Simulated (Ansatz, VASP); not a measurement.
## KMgF3 in VASP and in Ansatz

INCAR

```
PREC = Accurate
ENCUT = 520
EDIFF = 1E-6
ISMEAR = 0
SIGMA = 0.05
LREAL = False
LASPH = True
NELM = 100
ALGO = Fast
ISIF = 2
LWAVE = False
LCHARG = True
GGA = PE
LELF = True
LVHAR = True
NBANDS = 24
```

KPOINTS

```
Automatic mesh
0
Gamma
  6 6 6
```

The input POSCAR:

```
KMgF3
1.0
    3.9261115000      0.0000000000      0.0000000000
    0.0000000000      3.9261115000      0.0000000000
    0.0000000000      0.0000000000      3.8663230000
K Mg F
1 1 3
Direct
    0.5000000000      0.5000000000      0.5000000000
    0.0000000000      0.0000000000      0.0000000000
    0.5000000000      0.0000000000      0.0000000000
    0.0000000000      0.5000000000      0.0000000000
    0.0000000000      0.0000000000      0.5000000000
```

Input for Ansatz:

```yaml
crystal:
  lattice:
    - [3.9261115, 0.0, 0.0]
    - [0.0, 3.9261115, 0.0]
    - [0.0, 0.0, 3.866323]
  atoms:
    - { symbol: K, position: [0.5, 0.5, 0.5] }
    - { symbol: Mg, position: [0.0, 0.0, 0.0] }
    - { symbol: F, position: [0.5, 0.0, 0.0] }
    - { symbol: F, position: [0.0, 0.5, 0.0] }
    - { symbol: F, position: [0.0, 0.0, 0.5] }
basis:
  ecutwfc: 420
kpoints:
  mp_grid: { grid: [6, 6, 6] }
hamiltonian:
  xc: pbe
scf:
  occupations: { method: gaussian, width: 0.05 }
output:
  forces: true
  stress: true
  eigenvalues: true
```

Change from the starting cell: strain -0.015 along x and y, -0.030 along z, atoms carried along.

Alike in both runs: task single point; functional PBE; k mesh 6 × 6 × 6; occupations gaussian, width 0.05 eV; no spin polarisation.

|  | VASP | Ansatz |
| --- | --- | --- |
| version | VASP 6.6.1 | Ansatz 0.2.0 |
| potentials or method | VASP PAW PBE potentials, release 64 (K_sv, Mg, F) | scalar-relativistic, plane waves, PAW |
| plane-wave cutoff (eV) | 520 | 420 |
| valence electrons in the cell | 32 | 40 |

|  | VASP | Ansatz | Ansatz less VASP |
| --- | --- | --- | --- |
| gap on the k mesh at the Fermi level (eV) | 7.78 | 7.80 | +0.029 |
| least direct gap on the mesh (eV) | 8.10 | 8.13 | +0.026 |
| pressure (GPa) | 9.1 | 9.5 | +0.39 |
| largest component of the traceless stress (GPa) | 1.41 | 1.41 | -0.009 |

The two sets of potentials don't hold the same shells in valence.

A k mesh can miss the band edges.
